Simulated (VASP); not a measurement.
# Si (P6_3/mmc) in VASP: further runs

The runs below take Si through single point, with PBE.

Everything below comes from runs of VASP 6.6.1. Logs are shortened: lines on timing, memory, paths and dates and some standing lists are left out, and cuts for length are marked.

## Step 1: The crystal as given

Symmetry: P6_3/mmc, No. 194, hexagonal system. Conventional cell: a = 3.831 Å, b = 3.831 Å, c = 6.333 Å, α = 90.00°, β = 90.00°, γ = 120.00°. Si (site symmetry 3m) has 4 Si at 2.35 to 2.37 Å as nearest neighbours.

This isn't the form of Si at room conditions, which is diamond.

## Step 2: Single point, PBE

The input, INCAR:

```
ADDGRID  = False        
ALGO     = Normal         # electronic algorithm
EDIFF    = 1E-6           # SCF threshold, eV
ENCUT    = 520            # plane-wave cutoff, eV
GGA      = PE             # functional
ISIF     = 2              # what is computed and relaxed
ISMEAR   = 0              # smearing method
LASPH    = True           # aspherical terms in the spheres
LCHARG   = False          # write CHGCAR
LREAL    = False          # projectors in reciprocal space
LWAVE    = False          # write WAVECAR
NBANDS   = 16             # bands
NELM     = 100            # most SCF steps
PREC     = Accurate       # precision mode
SIGMA    = 0.05           # smearing width, eV
```

The input, KPOINTS:

```
k-points
0
Gamma
  4 4 2
```

The input, POSCAR:

```
Si
1.0
    3.8313174605      0.0000000000      0.0000000000
   -1.9156587303      3.3180182508      0.0000000000
    0.0000000000      0.0000000000      6.3326220002
Si
4
Direct
    0.6655130000      0.3227030000      0.9380340000
    0.3547120000      0.6831860000      0.4293900000
    0.6599490000      0.3251260000      0.5656880000
    0.3139780000      0.6447660000      0.0617650000
```

Potentials or basis: VASP PAW PBE potentials, release 64 (Si).

Started as:

```
$ cat potpaw_PBE.64/Si/POTCAR > POTCAR
$ mpirun -np 1 vasp_std > vasp.out
```

OUTCAR:

```text
EDIFF = 1E-6
   ENCUT = 520
   GGA = PE
   ISIF = 2
   ISMEAR = 0
   LASPH = True
   LREAL = False
   NELM = 100
   PREC = Accurate

 Found     20 irreducible k-points:

 Following reciprocal coordinates:
            Coordinates               Weight
  0.000000  0.000000  0.000000      1.000000
  0.250000  0.000000  0.000000      2.000000
  0.000000  0.250000  0.000000      2.000000
 -0.250000  0.250000  0.000000      2.000000
  0.500000  0.000000  0.000000      1.000000
  0.000000  0.500000  0.000000      1.000000
   k-points           NKPTS =     20   k-points in BZ     NKDIM =     20   number of bands    NBANDS=     16
   number of dos      NEDOS =    301   number of ions     NIONS =      4
   total plane-waves  NPLWV =  37632
   dimension x,y,z NGX =    28 NGY =   28 NGZ =   48
   dimension x,y,z NGXF=    56 NGYF=   56 NGZF=   96
   ions per type =               4
   NGX,Y,Z   is equivalent  to a cutoff of  12.15, 12.15, 12.60 a.u.
   NGXF,Y,Z  is equivalent  to a cutoff of  24.30, 24.30, 25.20 a.u.
 SYSTEM =  unknown system
   PREC   = accura    normal or accurate (medium, high low for compatibility)
   ISTART =      0    job   : 0-new  1-cont  2-samecut
   ICHARG =      2    charge: 1-file 2-atom 10-const
   ISPIN  =      1    spin polarized calculation?
   LNONCOLLINEAR =      F non collinear calculations
   LSORBIT =      F    spin-orbit coupling
   LASPH  =      T    aspherical Exc in radial PAW
   ENCUT  =  520.0 eV  38.22 Ry    6.18 a.u.   7.12  7.12 11.77*2*pi/ulx,y,z
   NELM   =    100;   NELMIN=  2; NELMDL= -5     # of ELM steps
   EDIFF  = 0.1E-05   stopping-criterion for ELM
   LREAL  =      F    real-space projection
   EDIFFG = 0.1E-04   stopping-criterion for IOM
   NSW    =      0    number of steps for IOM
   IBRION =     -1    ionic relax: 0-MD 1-quasi-New 2-CG
   NFREE  =      0    steps in history (QN), initial steepest desc. (CG)
   ISIF   =      2    stress and relaxation
   ISYM   =      2    0-nonsym 1-usesym 2-fastsym
   POTIM  = 0.5000    time-step for ionic-motion
   TEBEG  =    0.0;   TEEND  =   0.0 temperature during run
   PSTRESS=    0.0 pullay stress
   NELECT =      16.0000    total number of electrons
   NUPDOWN=      -1.0000    fix difference up-down
   EMIN   =  10.00;   EMAX   =-10.00  energy-range for DOS
   EFERMI =   0.00;   METHOD = LEGACY
   ISMEAR =     0;   SIGMA  =   0.05  broadening in eV -4-tet -1-fermi 0-gaus
   EFERMI_NEDOS =   21; number of points for ismear=-14 and -15
   IALGO  =     38    algorithm
   IMIX   =      4    mixing-type and parameters
     AMIX     =   0.40;   BMIX     =  1.00
     AMIX_MAG =   1.60;   BMIX_MAG =  1.00
  volume/ion in A,a.u.               =      20.13       135.81
  Fermi-wavevector in a.u.,A,eV,Ry     =   0.955384  1.805414 12.418837  0.912759
  Thomas-Fermi vector in A             =   2.084217
   LORBIT       =      0    0 simple, 1 ext, 2 COOP (PROOUT), +10 PAW based schemes
   GGA     = PE    functional components
   LHFCALC =     F    Hartree Fock is set to
   AEXX    =    0.0000 exact exchange contribution
   IVDW    =     0    specifies the selected vdW correction
   LEPSILON=     F    determine dielectric tensor
   LRPA    =     F    only Hartree local field effects (RPA)
 non-spin polarized calculation
 Gauss-broadening in eV      SIGMA  =   0.05
  energy-cutoff  :      520.00
  volume of cell :       80.50
 maximum number of plane-waves:      2200
   NGX = 15   NGY = 15   NGZ = 23

 number of electron      16.0000000 magnetization

 Free energy of the ion-electron system (eV)
  ---------------------------------------------------
  ext. energy  EPLUGINS =         0.00000000
  ---------------------------------------------------
  free energy    TOTEN  =       -21.35356467 eV

  energy without entropy =      -21.35269478  energy(sigma->0) =      -21.35312972

 E-fermi :   6.3987     XC(G=0):  -9.3745

 val. band max:        6.3540468922   @ k =   0.0000   0.0000   0.0000
 cond. band min:       6.4517966622   @ k =   0.5000   0.5000   0.0000
 fundamental gap:      0.0977497700
 Fermi energy:         6.3987088678

 k-point     1 :       0.0000    0.0000    0.0000
  band No.  band energies     occupation
      1      -6.1573      2.00000
      2      -3.8161      2.00000
      3      -1.2736      2.00000
      4       4.4808      2.00000
      5       4.5397      2.00000
      6       5.4999      2.00000
[... 8 lines left out ...]
     15      10.3702      0.00000
     16      11.9111      0.00000

 k-point     2 :       0.2500    0.0000    0.0000
  band No.  band energies     occupation
      1      -5.4480      2.00000
      2      -3.0957      2.00000
      3      -1.0792      2.00000
      4       1.6156      2.00000
      5       3.0244      2.00000
      6       3.5961      2.00000
[... 8 lines left out ...]
     15      12.0001      0.00000
     16      12.6930      0.00000

 k-point     3 :       0.0000    0.2500    0.0000
  band No.  band energies     occupation
      1      -5.4429      2.00000
      2      -3.0829      2.00000
      3      -1.0943      2.00000
      4       1.6211      2.00000
      5       2.8605      2.00000
      6       3.6422      2.00000
[... 8 lines left out ...]
     15      12.0888      0.00000
     16      12.4995      0.00000

 k-point     4 :      -0.2500    0.2500    0.0000
  band No.  band energies     occupation
      1      -5.4482      2.00000
      2      -3.0883      2.00000
      3      -1.0863      2.00000
      4       1.6455      2.00000
      5       2.9002      2.00000
      6       3.6614      2.00000
[... 8 lines left out ...]
     15      12.0653      0.00000
     16      12.5761      0.00000

 k-point     5 :       0.5000    0.0000    0.0000
  band No.  band energies     occupation
      1      -4.0051      2.00000
      2      -2.4217      2.00000
      3      -1.5640      2.00000
      4       0.2052      2.00000
      5       1.3349      2.00000
      6       2.9892      2.00000
[... 8 lines left out ...]
     15      12.4871      0.00000
     16      14.2405      0.00000

 k-point     6 :       0.0000    0.5000    0.0000
  band No.  band energies     occupation
      1      -3.9537      2.00000
      2      -2.4975      2.00000
      3      -1.4581      2.00000
      4       0.0294      2.00000
      5       1.3536      2.00000
      6       2.9236      2.00000
[... 8 lines left out ...]
     15      12.3611      0.00000
     16      14.2064      0.00000

 [... further k-points ...]

------------------------ aborting loop because EDIFF is reached ----------------------------------------

  FORCE on cell =-STRESS in cart. coord.  units (eV):
  Direction    XX          YY          ZZ          XY          YZ          ZX
  --------------------------------------------------------------------------------------
  -------------------------------------------------------------------------------------
  Total        0.7213997      1.2873547      0.9511488      0.0558899      0.8977393      0.7273901
  in kB       14.3574089     25.6211325     18.9299119      1.1123298     17.8669473     14.4766305
  external PRESSURE =      19.6361511 kB  Pullay stress =       0.0000000 kB

 VOLUME and BASIS-vectors are now :
 -----------------------------------------------------------------------------
  energy-cutoff  :      520.00
  volume of cell :       80.50
      direct lattice vectors                 reciprocal lattice vectors
     3.831317461  0.000000000  0.000000000     0.261006823  0.150692360  0.000000000
    -1.915658730  3.318018251  0.000000000     0.000000000  0.301384720  0.000000000
     0.000000000  0.000000000  6.332622000     0.000000000  0.000000000  0.157912473

 POSITION                                       TOTAL-FORCE (eV/Angst)
 -----------------------------------------------------------------------------------
      1.93160      1.07073      5.94021        -0.709109     -0.529991     -0.042758
      0.05026      2.26682      2.71916        -0.601778     -1.029010      0.733769
      1.90564      1.07877      3.58229         0.592077      0.994424     -0.481686
     -0.03220      2.13935      0.39113         0.718810      0.564576     -0.209325
 -----------------------------------------------------------------------------------
    total drift:                                0.000018     -0.000055      0.000010

  FREE ENERGIE OF THE ION-ELECTRON SYSTEM (eV)
  ---------------------------------------------------
  free  energy   TOTEN  =       -21.3535646726 eV

  energy  without entropy=      -21.3526947770  energy(sigma->0) =      -21.35312972
```

Wall time 12 s (1 thread of Intel Xeon Platinum 8488C (Sapphire Rapids), shared host); peak memory 0.18 GiB.

The run converged, but some of its settings lie outside the range that counts as converged, so its numbers aren't taken as properties of the crystal.

What came out:

```yaml
Free_energy: -21.3536 eV
Pressure: 2.0 GPa
Largest_force: 1.400 eV/Å
Band_gap_on_the_k_mesh: 0.10 eV, indirect (least direct gap 0.75 eV)
```

Caveat: the k mesh is coarse (spacing up to 0.50 Å⁻¹), so the values aren't converged.

## Step 3: Single point, PBE

Changes to INCAR since step 2:

```diff
@@ -3,3 +3,3 @@
 EDIFF    = 1E-6           # SCF threshold, eV
-ENCUT    = 520            # plane-wave cutoff, eV
+ENCUT    = 650            # plane-wave cutoff, eV
 GGA      = PE             # functional
```

KPOINTS is that of step 2.

The input, POSCAR:

```
Si
1.0
    3.8313174605      0.0000000000      0.0000000000
   -1.9156587303      3.3180182508      0.0000000000
    0.0000000000      0.0000000000      6.3326220002
Si
4
Direct
    0.6666666667      0.3333333333      0.9369905000
    0.3333333333      0.6666666667      0.4369905000
    0.6666666667      0.3333333333      0.5630095000
    0.3333333333      0.6666666667      0.0630095000
```

Potentials or basis: VASP PAW PBE potentials, release 64 (Si).

Started as:

```
$ cat potpaw_PBE.64/Si/POTCAR > POTCAR
$ mpirun -np 1 vasp_std > vasp.out
```

OUTCAR:

```text
EDIFF = 1E-6
   ENCUT = 650
   GGA = PE
   ISIF = 2
   ISMEAR = 0
   LASPH = True
   LREAL = False
   NELM = 100
   PREC = Accurate

 Found      8 irreducible k-points:

 Following reciprocal coordinates:
            Coordinates               Weight
  0.000000  0.000000  0.000000      1.000000
  0.250000  0.000000  0.000000      6.000000
  0.500000  0.000000  0.000000      3.000000
  0.250000  0.250000  0.000000      6.000000
  0.000000  0.000000  0.500000      1.000000
  0.250000  0.000000  0.500000      6.000000
   k-points           NKPTS =      8   k-points in BZ     NKDIM =      8   number of bands    NBANDS=     16
   number of dos      NEDOS =    301   number of ions     NIONS =      4
   total plane-waves  NPLWV =  55296
   dimension x,y,z NGX =    32 NGY =   32 NGZ =   54
   dimension x,y,z NGXF=    64 NGYF=   64 NGZF=  108
   ions per type =               4
   NGX,Y,Z   is equivalent  to a cutoff of  13.89, 13.89, 14.18 a.u.
   NGXF,Y,Z  is equivalent  to a cutoff of  27.77, 27.77, 28.35 a.u.
 SYSTEM =  unknown system
   PREC   = accura    normal or accurate (medium, high low for compatibility)
   ISTART =      0    job   : 0-new  1-cont  2-samecut
[... 61 lines left out ...]
 fundamental gap:      0.4073030610
 Fermi energy:         6.2562629501

 k-point     1 :       0.0000    0.0000    0.0000
  band No.  band energies     occupation
      1      -6.1442      2.00000
      2      -3.8578      2.00000
      3      -1.1691      2.00000
      4       4.5330      2.00000
      5       4.5330      2.00000
      6       5.6956      2.00000
[... 91 lines left out ...]
      3       1.1315      2.00000
      4       1.1315      2.00000
      5       3.1430      2.00000
      6       3.1430      2.00000
[... 8 lines left out ...]
     15      12.1467      0.00000
     16      12.1467      0.00000

 [... further k-points ...]

------------------------ aborting loop because EDIFF is reached ----------------------------------------

  FORCE on cell =-STRESS in cart. coord.  units (eV):
  Direction    XX          YY          ZZ          XY          YZ          ZX
  --------------------------------------------------------------------------------------
  -------------------------------------------------------------------------------------
  Total        1.1133396      1.1133396      0.4703474     -0.0000000     -0.0000000      0.0000000
  in kB       22.1578569     22.1578569      9.3609265     -0.0000000     -0.0000000      0.0000000
  external PRESSURE =      17.8922134 kB  Pullay stress =       0.0000000 kB

 VOLUME and BASIS-vectors are now :
 -----------------------------------------------------------------------------
  energy-cutoff  :      650.00
  volume of cell :       80.50
      direct lattice vectors                 reciprocal lattice vectors
     3.831317461  0.000000000  0.000000000     0.261006823  0.150692360  0.000000000
    -1.915658730  3.318018251  0.000000000     0.000000000  0.301384720  0.000000000
     0.000000000  0.000000000  6.332622000     0.000000000  0.000000000  0.157912473

 POSITION                                       TOTAL-FORCE (eV/Angst)
 -----------------------------------------------------------------------------------
      1.91566      1.10601      5.93361        -0.000000      0.000000      0.075712
     -0.00000      2.21201      2.76730        -0.000000      0.000000      0.075712
      1.91566      1.10601      3.56533         0.000000     -0.000000     -0.075712
     -0.00000      2.21201      0.39902         0.000000     -0.000000     -0.075712
 -----------------------------------------------------------------------------------
    total drift:                                0.000000     -0.000000      0.000000

  FREE ENERGIE OF THE ION-ELECTRON SYSTEM (eV)
  ---------------------------------------------------
  free  energy   TOTEN  =       -21.4696411324 eV

  energy  without entropy=      -21.4696411321  energy(sigma->0) =      -21.46964113
```

stdout:

```text
POSCAR found type information on POSCAR Si
 POSCAR found :  1 types and       4 ions
 scaLAPACK will be used
 LDA part: xc-table for (Slater+PW92), standard interpolation
 POSCAR, INCAR and KPOINTS ok, starting setup
 FFT: planning ... GRIDC
 FFT: planning ... GRID_SOFT
 FFT: planning ... GRID
 WAVECAR not read
 entering main loop
```

Wall time 8 s (1 thread of Intel Xeon Platinum 8488C (Sapphire Rapids), shared host); peak memory 0.21 GiB.

These settings aren't checked as converged: the numbers below hold their error.

What came out:

| Quantity | Value |
| --- | --- |
| Free energy | -21.4696 eV |
| Pressure | 1.8 GPa |
| Largest force | 0.076 eV/Å |
| Band gap on the k mesh | 0.41 eV, indirect (least direct gap 1.02 eV) |

Caveat: the k mesh is coarse (spacing up to 0.50 Å⁻¹), so the values aren't converged.

## Step 4: The reference run

An earlier run on the cell as given: functional PBE; potentials or basis VASP PAW PBE potentials, release 64 (Si); cutoff 520 eV; k mesh 8 × 8 × 4; occupations fermi-dirac, width 0.05 eV; no spin polarisation.

* Pressure: 1.4 GPa
* Largest force: 0.008 eV/Å
* Band gap on the k mesh: 0.42 eV, indirect (least direct gap 1.03 eV)
